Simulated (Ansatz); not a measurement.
Input and output for Ge (diamond type): DFT, PBE, all-electron LAPW, scalar-relativistic (Ansatz 0.2.0). This run: diamond relaxed.

The cell comes from a relaxation on PAW files under the same functional.

Command: `ansatz run input.yaml --threads 1 --pin off --max-ram 3072MiB --backend cpu --events-out ev --progress --plain --runs-dir out` It took 36 s on 1 thread of Arm Neoverse V2, on a shared host, peak memory 0.46 GiB.

```yaml
crystal:
  lattice:
    - [0.0, 2.8807264636, 2.8807264636]
    - [2.8807264636, 0.0, 2.8807264636]
    - [2.8807264636, 2.8807264636, 0.0]
  atoms:
    - { symbol: Ge, position: [-0.125, -0.125, -0.125] }
    - { symbol: Ge, position: [0.125, 0.125, 0.125] }
kpoints:
  mp_grid: { grid: [12, 12, 12] }
scf:
  occupations: { method: fermi_dirac, width: 0.05 }
hamiltonian:
  xc: pbe
  pseudopotentials: { kind: all_electron, lapw: { basis_error: 0.0005 } }
output:
  forces: true
  stress: true
  eigenvalues: true
  populations: true
relax:
  f_tol: 0.005
  max_steps: 25
  cell: {}
```

Output:

```
The last accepted step is kept in <dir> (removed where the run ends without a failure and the disk answers)
Ge: projections on atomic orbitals take those of the free atom 1s2 2s2 2p6 3s2 3p6 3d10 4s2 4p2, of charge +0.00 (hamiltonian.pseudopotentials.projection_atoms)
LAPW: plane waves up to 9.616 Å⁻¹, error target 5.0e-4 eV per atom; small_component_spin mean_spin; Ge in spheres of 1.210 Å, 22 of its electrons in bands, Dirac shells [] (how accurate: hamiltonian.pseudopotentials.lapw.basis_error, Limitations)
Engine: ansatz 0.2.0
Pseudopotentials: kind: all_electron
Pseudopotential: Ge, LAPW, valence charge 22, lapw/all_electron/scalar/gaussian/Ge, Koelling and Harmon's equation, gaussian nucleus
Functional definition: PBE
  parameter kappa = 0.804
  parameter beta = 0.06672455060314922
  exchange = pbe_x(kappa = kappa, mu = beta*pi^2/3)
  correlation = pbe_c(beta = beta)
Crystal: 2 atoms, lattice volume = 47.812 Å³
Basis set: ecut = 352.31105473860885 eV, 725 PW (Γ), exchange–correlation at level 2
Bands: 27, of which v1, the nominal top of the filled ones, is band 22 counted from 1 (21 counted from 0)
Symmetry: 48 space group operations
Space group: Fd-3m (ITA 227), of the structure as read, at distance tolerance 3.6e-5 Å
k-points: 72 of 1728
Non-local potential: Ge, projectors of the file, none
Initial density: superposition of atomic densities (chi_scale 0.1, normalization cell)
Initial wavefunctions: plane waves of lowest kinetic energy (no species holds an atomic orbital)
Functional: x = pbe(κ = 0.804, μ = 0.2195149727645171), c = pbe(β = 0.06672455060314922)
iter 1 solved again at ethr=8.83e-4 eV; its pass at ethr=1.00e-1 eV (dr2=3.88e-1 eV) is discarded
SCF iter   1: F=—  HF=-114232.680092 eV  |F-HF|=—  |Δ(HF+E_count)|=         —  Δρ=2.72e-2  dr2=3.91e-1  ethr=8.83e-4  ⟨swp⟩=2.1  Hψ=11968  notcnv=0
preconditioner: auto → Kerker (q_TF=auto, 2.691 Å⁻¹)  [metal: Δε(μ)=0.089 eV  Ē_g=24.027 eV  σ=0.050 eV  W_gap=0.39  n_scr=14 (ndim 8)  ℏωp=28.4 eV  f_vac=0.103  D(μ)=0.07/eV (n_scr^D=0)]
SCF iter   2: F=—  HF=-114232.656599 eV  |F-HF|=—  |Δ(HF+E_count)|=   2.35e-2  Δρ=1.92e-2  dr2=2.40e-1  ethr=8.83e-4  ⟨swp⟩=2.0  Hψ=5419  notcnv=0
SCF iter   3: F=—  HF=-114232.644356 eV  |F-HF|=—  |Δ(HF+E_count)|=   1.22e-2  Δρ=6.52e-3  dr2=4.24e-2  ethr=5.44e-4  ⟨swp⟩=2.0  Hψ=5760  notcnv=0
SCF iter   4: F=—  HF=-114232.613095 eV  |F-HF|=—  |Δ(HF+E_count)|=   3.13e-2  Δρ=3.86e-3  dr2=1.34e-2  ethr=9.64e-5  ⟨swp⟩=2.0  Hψ=5404  notcnv=0
SCF iter   5: F=—  HF=-114232.614874 eV  |F-HF|=—  |Δ(HF+E_count)|=         —  Δρ=1.37e-3  dr2=1.34e-3  ethr=3.04e-5  ⟨swp⟩=2.7  Hψ=5818  notcnv=0
the basis was enlarged: its passes take 202.6 KiB over the memory plan, 1 of 1 planned eigensolver slots
iter 6 solved again at ethr=1.60e-7 eV; its pass at ethr=3.05e-6 eV (dr2=7.03e-5 eV) is discarded
SCF iter   6: F=—  HF=-114232.616771 eV  |F-HF|=—  |Δ(HF+E_count)|=   1.90e-3  Δρ=3.84e-4  dr2=7.03e-5  ethr=1.60e-7  ⟨swp⟩=2.0  Hψ=9798  notcnv=0
SCF iter   7: F=—  HF=-114232.616970 eV  |F-HF|=—  |Δ(HF+E_count)|=   1.99e-4  Δρ=4.72e-5  dr2=6.41e-7  ethr=1.60e-7  ⟨swp⟩=3.0  Hψ=5696  notcnv=0
SCF iter   8: F=-114232.616976 eV  HF=-114232.616976 eV  |F-HF|=3.80e-7  |Δ(HF+E_count)|=   5.17e-6  Δρ=1.23e-5  dr2=5.64e-8  ethr=1.46e-9  ⟨swp⟩=3.0  Hψ=5696  notcnv=0
SCF 1 converged in 8 iterations: F = -114232.616976 eV  dr2 = 5.64e-8
relax step   1: F+E_penalty+E_count = -114232.61697593 eV  Δ(F+E_penalty+E_count) = +0.000e0 eV  max|allowed force component| = 1.156e-18 eV/Å  Δτ_max = 0.0000 Å  P = +0.002 GPa  Ω = 47.812 Å³  (8 SCF iters, accepted)
Initial density: handed on by an earlier stage of this run
Initial wavefunctions: those handed on with the density
iter 1 solved again at ethr=1.03e-10 eV; its pass at ethr=1.00e-1 eV (dr2=4.54e-8 eV) is discarded
SCF iter   1: F=—  HF=-114232.616976 eV  |F-HF|=—  |Δ(HF+E_count)|=         —  Δρ=1.17e-5  dr2=4.54e-8  ethr=1.03e-10  ⟨swp⟩=4.3  Hψ=9064  notcnv=0
preconditioner: auto → none  [insulator: Δε(μ)=0.154 eV  Ē_g=24.118 eV  σ=0.050 eV  W_gap=0.52  n_scr=14 (ndim 8)  ℏωp=28.4 eV  f_vac=0.200  D(μ)=0.09/eV (n_scr^D=0)  ε∞_Penn≈2.4]
SCF iter   2: F=-114232.616976 eV  HF=-114232.616976 eV  |F-HF|=1.27e-7  |Δ(HF+E_count)|=   3.02e-7  Δρ=6.36e-6  dr2=1.35e-8  ethr=1.03e-10  ⟨swp⟩=3.0  Hψ=5696  notcnv=0
SCF 2 converged in 2 iterations: F = -114232.616976 eV  dr2 = 1.35e-8
relax step   2: F+E_penalty+E_count = -114232.61697598 eV  Δ(F+E_penalty+E_count) = -5.115e-8 eV  max|allowed force component| = 5.782e-19 eV/Å  Δτ_max = 0.0000 Å  P = +0.001 GPa  Ω = 47.812 Å³  stress off target by 1.34e-3 GPa  SCF on the basis re-selected at this cell (its energy is not comparable with the rows above)  (2 SCF iters)
basis re-selected at this cell: Δ(F+E_penalty+E_count) = -5.115e-8 eV, ΔP = -0.000 GPa vs the last step (what re-selecting the basis moved, after the strain that the cell walked since its last selection, with what the two solves' SCF thresholds leave and, on support functions, any second-order correction that the steps lacked; it is no measure of the basis error at this ecutwfc). This SCF's stress stands 1.34e-3 GPa from its target on what of the cell is left free (relax.cell.stress_tol is 5.00e-2 GPa) and its largest allowed force component is 5.78e-19 eV/Å (relax.f_tol is 5.00e-3 eV/Å): within both
SCF converged after 2 iterations
Free energy (F): -114232.616976 eV
Harris-Foulkes:  -114232.616976 eV  (|F-HF|=1.27e-7)
Internal energy: -114232.616159 eV  (E = F + TS)
E sigma→0 (E₀):  -114232.616567 eV
Entropy (-TS):   -0.000817 eV (-0.409 meV/atom)
Fermi energy:    9.190921 eV
--- Per-component energies (eV) ---
  E_band       = -2116.388779
  E_kinetic    = 116627.466979
  E_xc         = -4340.127007
  E_electrostatic = -226519.956130  (all electrons and nuclei)
  E_smearing   = -0.000817  (= −TS)
  E_closure    = 0.000000  (closes the sum)
  E_atoms      = -114223.599835  (free atoms, spherical and without spin; not in F)
  Σ components = -114232.616976   (vs F -114232.616976, Δ=0.00e0)
  Basis errors (estimates in eV, not in F): energy 2.2e-4 per atom: plane waves 2.0e-4 (1.2e-4 summed), levels above the bands 1.7e-68, relativity 1.3e-8, radial functions 2.1e-5, core shells 1.3e-12; eigenvalues (radial functions only) 7.7e-8; not estimated: angular momenta, meshes, grids; target (lapw.basis_error) 5.0e-4; muffin-tin radii Ge 1.210 Å
--- Forces (eV/Å), atoms counted from 1 ---
  atom   1  Ge     0.00000000     0.00000000     0.00000000
  atom   2  Ge    -0.00000000    -0.00000000     0.00000000
  max |Σ_I F_I| component: 1.16e-18 eV/Å
--- Stress (GPa, compression-positive) ---
        0.001339      -0.000000      -0.000000
       -0.000000       0.001339       0.000000
       -0.000000       0.000000       0.001339
  P = ⅓ Tr σ = 0.0013 GPa (0.013 kbar)
--- Band table (eV; the first three rows and the last of 72) ---
  k-point 0: bands = ["-154.5266", "-154.5249", "-101.6577", "-101.6577", "-101.6577", "-101.6510", "-101.6510", "-101.6510", "-15.5349", "-15.5349", "-15.5349", "-15.5037", "-15.5037", "-15.3195", "-15.3195", "-15.3195", "-15.3115", "-15.3115", "-3.1623", "8.7541", "9.2057", "9.2057", "9.2057", "11.7329", "11.7329", "11.7329", "15.5010"]
  k-point 1: bands = ["-154.5266", "-154.5249", "-101.6577", "-101.6577", "-101.6576", "-101.6510", "-101.6509", "-101.6509", "-15.5386", "-15.5386", "-15.5339", "-15.4987", "-15.4987", "-15.3265", "-15.3265", "-15.3206", "-15.3052", "-15.3052", "-3.0818", "7.5220", "9.0514", "9.0514", "9.9125", "11.9408", "11.9408", "12.0660", "15.9343"]
  k-point 2: bands = ["-154.5265", "-154.5250", "-101.6578", "-101.6578", "-101.6575", "-101.6512", "-101.6509", "-101.6509", "-15.5452", "-15.5452", "-15.5311", "-15.4887", "-15.4887", "-15.3360", "-15.3360", "-15.3238", "-15.2976", "-15.2976", "-2.8433", "6.0033", "8.7195", "8.7195", "9.9583", "12.3844", "12.3844", "13.1421", "16.8529"]
  k-point 71: bands = ["-154.5258", "-154.5258", "-101.6585", "-101.6585", "-101.6543", "-101.6543", "-101.6501", "-101.6501", "-15.5764", "-15.5764", "-15.4527", "-15.4527", "-15.4115", "-15.4115", "-15.3838", "-15.3838", "-15.2629", "-15.2629", "0.6011", "0.6011", "5.5558", "5.5558", "13.3120", "13.3120", "13.8835", "13.8835", "19.8007"]
--- Relaxed structure (1 steps of the walk, 1 accepted, 1 SCFs on fresh bases) ---
  F+E_penalty+E_count = -114232.61697598 eV   max|allowed force component| = 5.782e-19 eV/Å   (the final SCF, on the basis selected at the relaxed cell)
  cell:  # Å, volume = 47.8119 Å³
    - [0.0, 2.8807264636, 2.8807264636]
    - [2.8807264636, 0.0, 2.8807264636]
    - [2.8807264636, 2.8807264636, 0.0]
  atoms:
    - { symbol: Ge, position: [-0.125, -0.125, -0.125] }
    - { symbol: Ge, position: [0.125, 0.125, 0.125] }
--- Löwdin populations: 2 sites ---
  site symbol       q [e]
     0     Ge     31.9786
     1     Ge     31.9786
  spilling = 0.000668 (of n_electrons = 64.000000)
```

populations.tsv:

```
# site	symbol	l	j	q
# orbitals = lowdin
# n_electrons = 64.000000
# spilling = 0.000668
# projection_atom_Ge: 1s2 2s2 2p6 3s2 3p6 3d10 4s2 4p2
0	Ge	0_1S	-	1.999990
0	Ge	0_2S	-	1.999498
0	Ge	0_3S	-	1.988603
0	Ge	0_4S	-	1.353465
0	Ge	1_2P	-	5.999992
0	Ge	1_3P	-	5.997066
0	Ge	1_4P	-	2.644437
0	Ge	2_3D	-	9.995577
1	Ge	0_1S	-	1.999990
1	Ge	0_2S	-	1.999498
1	Ge	0_3S	-	1.988603
1	Ge	0_4S	-	1.353465
1	Ge	1_2P	-	5.999992
1	Ge	1_3P	-	5.997066
1	Ge	1_4P	-	2.644437
1	Ge	2_3D	-	9.995577
```
